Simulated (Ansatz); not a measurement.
(001) slab cut from the bulk of BaTiO3, P4mm (No. 99); the slab's formula is Ba3Ti2O7:

```xyz
12
Lattice="3.9557 0.0000 0.0000 0.0000 3.9557 0.0000 0.0000 0.0000 23.2066" Properties=species:S:1:pos:R:3 pbc="T T T"
Ba    0.0000    0.0000    7.5000
O     1.9779    1.9779    7.6199
Ti    1.9779    1.9779    9.4603
O     1.9779    0.0000    9.5985
O     0.0000    1.9779    9.5985
Ba    0.0000    0.0000   11.5433
O     1.9779    1.9779   11.6632
Ti    1.9779    1.9779   13.5037
O     1.9779    0.0000   13.6418
O     0.0000    1.9779   13.6418
Ba    0.0000    0.0000   15.5866
O     1.9779    1.9779   15.7066
```

Method: DFT PBEsol, scalar-relativistic, plane waves, PAW (Ansatz 0.2.0). Cutoff 420 eV; k points 7×7×1 on the computed 12-atom cell (Γ-centred); Gaussian smearing, width 0.05 eV; no spin polarisation. The cell repeats along c with a dipole correction in the vacuum.

(1) What forces act on the atoms?

Spin-orbit coupling is left out, which matters for the bands of heavy elements. Spin polarisation was left out, and a magnetic state may lie lower. Charge leaks into the vacuum, so work functions can be off.

Answers

(1)
```json
{"atom": "Ba1", "Fx (eV/Å)": "0.000", "Fy (eV/Å)": "0.000", "Fz (eV/Å)": "1.215"}
{"atom": "O2", "Fx (eV/Å)": "0.000", "Fy (eV/Å)": "0.000", "Fz (eV/Å)": "-1.025"}
{"atom": "Ti3", "Fx (eV/Å)": "0.000", "Fy (eV/Å)": "0.000", "Fz (eV/Å)": "1.798"}
{"atom": "O4", "Fx (eV/Å)": "0.000", "Fy (eV/Å)": "0.000", "Fz (eV/Å)": "-0.967"}
{"atom": "O5", "Fx (eV/Å)": "0.000", "Fy (eV/Å)": "0.000", "Fz (eV/Å)": "-0.967"}
{"atom": "Ba6", "Fx (eV/Å)": "0.000", "Fy (eV/Å)": "0.000", "Fz (eV/Å)": "1.036"}
{"atom": "O7", "Fx (eV/Å)": "0.000", "Fy (eV/Å)": "0.000", "Fz (eV/Å)": "-2.031"}
{"atom": "Ti8", "Fx (eV/Å)": "0.000", "Fy (eV/Å)": "0.000", "Fz (eV/Å)": "3.270"}
{"atom": "O9", "Fx (eV/Å)": "0.000", "Fy (eV/Å)": "0.000", "Fz (eV/Å)": "-0.640"}
{"atom": "O10", "Fx (eV/Å)": "0.000", "Fy (eV/Å)": "0.000", "Fz (eV/Å)": "-0.640"}
{"atom": "Ba11", "Fx (eV/Å)": "0.000", "Fy (eV/Å)": "0.000", "Fz (eV/Å)": "0.054"}
{"atom": "O12", "Fx (eV/Å)": "0.000", "Fy (eV/Å)": "0.000", "Fz (eV/Å)": "-1.102"}
```

Cost: 1 run of about 1.6 core-minutes, on Intel Xeon Processor @ 2.50GHz (Skylake/Cascade Lake) (shared hosts).